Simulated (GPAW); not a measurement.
Runs of GPAW 26.7.0 on Sn. The structure is tetragonal, space group I4_1/amd (No. 141). The conventional cell has a = 5.880 Å, b = 5.880 Å, c = 3.199 Å, α = 90.00°, β = 90.00°, γ = 90.00°. Sn (site symmetry -4m2) has 6 Sn at 3.05 to 3.20 Å as nearest neighbours. 

| task | level | potentials or basis | spin | k mesh | cutoff (eV) | smearing | maxiter | band path | band points | spin axis theta (degrees) | spin axis phi (degrees) | other keys | gap on the mesh (eV) | pressure (GPa) |
| --- | --- | --- | --- | --- | --- | --- | --- | --- | --- | --- | --- | --- | --- | --- |
| single point | PBE | GPAW PAW data sets (gpaw-data 1.2.1), pw | off | 9 × 9 × 9 | 600 | gaussian 0.028 eV | 150 | - | - | - | - | - | none | 1.1 |
| single point | PBE | GPAW PAW data sets (gpaw-data 1.2.1), pw | off | 9 × 9 × 9 | 600 | gaussian 0.021 eV | 150 | - | - | - | - | - | none | 1.1 |
| band structure | PBE | GPAW PAW data sets (gpaw-data 1.2.1), pw | SOC, no magnetisation | 7 × 7 × 7 | 600 | fermi-dirac 0.05 eV | 150 | GXMGZPNZ1M,XP | 80 | 54.7 | 45 | - | - | (a) |
| single point | PBE | GPAW PAW data sets (gpaw-data 1.2.1), pw | off | 9 × 9 × 9 | 600 | gaussian 0.019 eV | 150 | - | - | - | - | - | none | 1.1 |
| single point | PBE | GPAW PAW data sets (gpaw-data 1.2.1), pw | off | 9 × 9 × 9 | 600 | gaussian 0.027 eV | 150 | - | - | - | - | - | none | 1.1 |
| single point | PBE | GPAW PAW data sets (gpaw-data 1.2.1), pw | off | 7 × 7 × 7 | 700 | fermi-dirac 0.05 eV | 80 | - | - | - | - | several, not listed | none | 1.0 |
| band structure | BP86 | PAW data sets generated in the run's folder for this functional, pw | SOC, no magnetisation | 7 × 7 × 7 | 600 | fermi-dirac 0.05 eV | 150 | GXMGZPNZ1M,XP | 80 | 90 | 0 | - | - | 1.6 |
| single point | PBE | GPAW PAW data sets (gpaw-data 1.2.1), pw | off | 9 × 9 × 9 | 600 | gaussian 0.024 eV | 150 | - | - | - | - | - | none | 1.1 |
| single point | PBE | GPAW PAW data sets (gpaw-data 1.2.1), pw | off | 9 × 9 × 9 | 600 | gaussian 0.023 eV | 150 | - | - | - | - | - | none | 1.1 |
| single point | PBE | GPAW PAW data sets (gpaw-data 1.2.1), pw | off | 9 × 9 × 9 | 600 | gaussian 0.025 eV | 150 | - | - | - | - | - | none | 1.1 |
| single point | PBE | GPAW PAW data sets (gpaw-data 1.2.1), pw | off | 9 × 9 × 9 | 600 | gaussian 0.02 eV | 150 | - | - | - | - | - | none | 1.1 |
| single point | PBE | GPAW PAW data sets (gpaw-data 1.2.1), pw | off | 9 × 9 × 9 | 600 | gaussian 0.026 eV | 150 | - | - | - | - | - | none | 1.1 |

Alike in all rows: cell as given.

Estimate the missing entries.

(a) 0.9.

Caveats: spin-orbit coupling was added after a scalar SCF, so levels and gaps hold it while energy, forces, pressure and moments don't (some runs); this program's spin-orbit splittings come out too wide for heavy elements (some runs).

A k mesh can miss the band edges, and rows without SOC leave out spin-orbit coupling on Sn.

A gap of «none» marks a metal or a gap under the smearing width.
